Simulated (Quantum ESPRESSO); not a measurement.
# Pb (Fm-3m) in Quantum ESPRESSO: a series of runs, part 2 of 2

Quantum ESPRESSO 7.5.

### Step 4. Single point, PW86PBE, 29.11 Å³/atom

Input file pw.in:

```
&CONTROL
  calculation = 'scf'
  prefix = 'pwscf'
  outdir = './tmp'
  pseudo_dir = './pseudo'
  tprnfor = .true.
  tstress = .true.
  disk_io = 'nowf'
/
&SYSTEM
  ibrav = 0
  nat = 1
  ntyp = 1
  ecutwfc = 56
  nbnd = 13
  input_dft = 'pw86pbe'
  occupations = 'smearing'
  smearing = 'fd'
  degauss = 0.00367493
/
&ELECTRONS
  conv_thr = 2d-10
  electron_maxstep = 120
  mixing_beta = 0.5
/
ATOMIC_SPECIES
Pb   207.2000 Pb.upf
CELL_PARAMETERS angstrom
   0.0000000000    2.4415696833    2.4415696833
   2.4415696833    0.0000000000    2.4415696833
   2.4415696833    2.4415696833    0.0000000000
ATOMIC_POSITIONS crystal
Pb     0.0000000000    0.0000000000    0.0000000000
K_POINTS automatic
9 9 9 0 0 0
```

Launch:

```
> OMP_NUM_THREADS=1 pw.x -in pw.in > pw.out
```

Run time: 6.3 s. Hardware: 1 thread of AMD EPYC 7B13 (Zen 3), shared host; peak memory 0.09 GiB.

The run converged. Its results:

```yaml
Free_energy: -1916.4588 eV
Pressure: 7.6 GPa
Band_gap_on_the_k_mesh: none (metal or under the smearing width)
```

Caveat: the potentials were made for another functional, which shifts forces and pressure.

### Step 5. Single point, PW86PBE, 29.72 Å³/atom

pw.in, as its differences from that of step 4:

```diff
@@ -28,5 +28,5 @@
 CELL_PARAMETERS angstrom
-   0.0000000000    2.4415696833    2.4415696833
-   2.4415696833    0.0000000000    2.4415696833
-   2.4415696833    2.4415696833    0.0000000000
+   0.0000000000    2.4584086270    2.4584086270
+   2.4584086270    0.0000000000    2.4584086270
+   2.4584086270    2.4584086270    0.0000000000
 ATOMIC_POSITIONS crystal
```

Launch:

```
> OMP_NUM_THREADS=1 pw.x -in pw.in > pw.out
```

Wall time 5.8 s (1 thread of AMD EPYC 7B13 (Zen 3), shared host); peak memory 0.09 GiB.

It converged, with:

```
Free energy            : -1916.4852 eV
Pressure               : 6.2 GPa
Band gap on the k mesh : none (metal or under the smearing width)
```

Caveat: the potentials were made for another functional, which shifts forces and pressure.

### Step 6. Single point, PW86PBE, 30.32 Å³/atom

pw.in, as its differences from that of step 5:

```diff
@@ -28,5 +28,5 @@
 CELL_PARAMETERS angstrom
-   0.0000000000    2.4584086270    2.4584086270
-   2.4584086270    0.0000000000    2.4584086270
-   2.4584086270    2.4584086270    0.0000000000
+   0.0000000000    2.4750200000    2.4750200000
+   2.4750200000    0.0000000000    2.4750200000
+   2.4750200000    2.4750200000    0.0000000000
 ATOMIC_POSITIONS crystal
```

Potentials or basis: PseudoDojo 0.4.1 SR PBE standard.

Launch:

```
> OMP_NUM_THREADS=1 pw.x -in pw.in > pw.out
```

Wall time 5.8 s (1 thread of AMD EPYC 7B13 (Zen 3), shared host); peak memory 0.09 GiB.

The run converged. Its results:

| Property | Result |
| --- | --- |
| Free energy | -1916.5066 eV |
| Pressure | 5.0 GPa |
| Band gap on the k mesh | none (metal or under the smearing width) |

Caveat: the potentials were made for another functional, which shifts forces and pressure.

### Step 7. Single point, PW86PBE, 30.93 Å³/atom

pw.in, as its differences from that of step 6:

```diff
@@ -28,5 +28,5 @@
 CELL_PARAMETERS angstrom
-   0.0000000000    2.4750200000    2.4750200000
-   2.4750200000    0.0000000000    2.4750200000
-   2.4750200000    2.4750200000    0.0000000000
+   0.0000000000    2.4914113386    2.4914113386
+   2.4914113386    0.0000000000    2.4914113386
+   2.4914113386    2.4914113386    0.0000000000
 ATOMIC_POSITIONS crystal
```

Launch:

```
> OMP_NUM_THREADS=1 pw.x -in pw.in > pw.out
```

It took 6.4 s on 1 thread of AMD EPYC 7B13 (Zen 3), shared host; peak memory 0.09 GiB.

It converged, with:

* Free energy: -1916.5237 eV
* Pressure: 3.9 GPa
* Band gap on the k mesh: none (metal or under the smearing width)

Caveat: the potentials were made for another functional, which shifts forces and pressure.

### Step 8. Single point, PW86PBE, 31.54 Å³/atom

pw.in, as its differences from that of step 7:

```diff
@@ -28,5 +28,5 @@
 CELL_PARAMETERS angstrom
-   0.0000000000    2.4914113386    2.4914113386
-   2.4914113386    0.0000000000    2.4914113386
-   2.4914113386    2.4914113386    0.0000000000
+   0.0000000000    2.5075897876    2.5075897876
+   2.5075897876    0.0000000000    2.5075897876
+   2.5075897876    2.5075897876    0.0000000000
 ATOMIC_POSITIONS crystal
```

Launch:

```
> OMP_NUM_THREADS=1 pw.x -in pw.in > pw.out
```

Run time: 6.4 s. Hardware: 1 thread of AMD EPYC 7B13 (Zen 3), shared host; peak memory 0.09 GiB.

It converged, with:

| Quantity | Value |
| --- | --- |
| Free energy | -1916.5368 eV |
| Pressure | 2.9 GPa |
| Band gap on the k mesh | none (metal or under the smearing width) |

Caveat: the potentials were made for another functional, which shifts forces and pressure.

### Step 9. Single point, PW86PBE, 32.14 Å³/atom

pw.in, as its differences from that of step 8:

```diff
@@ -28,5 +28,5 @@
 CELL_PARAMETERS angstrom
-   0.0000000000    2.5075897876    2.5075897876
-   2.5075897876    0.0000000000    2.5075897876
-   2.5075897876    2.5075897876    0.0000000000
+   0.0000000000    2.5235621278    2.5235621278
+   2.5235621278    0.0000000000    2.5235621278
+   2.5235621278    2.5235621278    0.0000000000
 ATOMIC_POSITIONS crystal
```

Potentials or basis: PseudoDojo 0.4.1 SR PBE standard.

Launch:

```
> OMP_NUM_THREADS=1 pw.x -in pw.in > pw.out
```

Run time: 7.3 s. Hardware: 1 thread of AMD EPYC 7B13 (Zen 3), shared host; peak memory 0.09 GiB.

Results (log left out):

| Item | Value |
| --- | --- |
| Free energy | -1916.5464 eV |
| Pressure | 2.1 GPa |
| Band gap on the k mesh | none (metal or under the smearing width) |

Caveat: the potentials were made for another functional, which shifts forces and pressure.

### Step 10. Equation of state, PW86PBE

No new run: the results of the series are fitted here.

What came out:

```yaml
Equilibrium_volume: "33.96 Å³/atom (rough: see the caveat)"
Bulk_modulus: 33 GPa (rough)
```

Energy against volume, from the lowest point:
| volume (Å³/atom) | energy (meV/atom) |
| --- | --- |
| 28.503 | 119.58 |
| 29.110 | 87.63 |
| 29.716 | 61.23 |
| 30.323 | 39.78 |
| 30.929 | 22.72 |
| 31.535 | 9.61 |
| 32.142 | 0.00 |

Caveat: the potentials were made for another functional, which shifts forces and pressure; the minimum lies outside the volumes run. Spin-orbit coupling is left out, which matters for the levels of Pb.
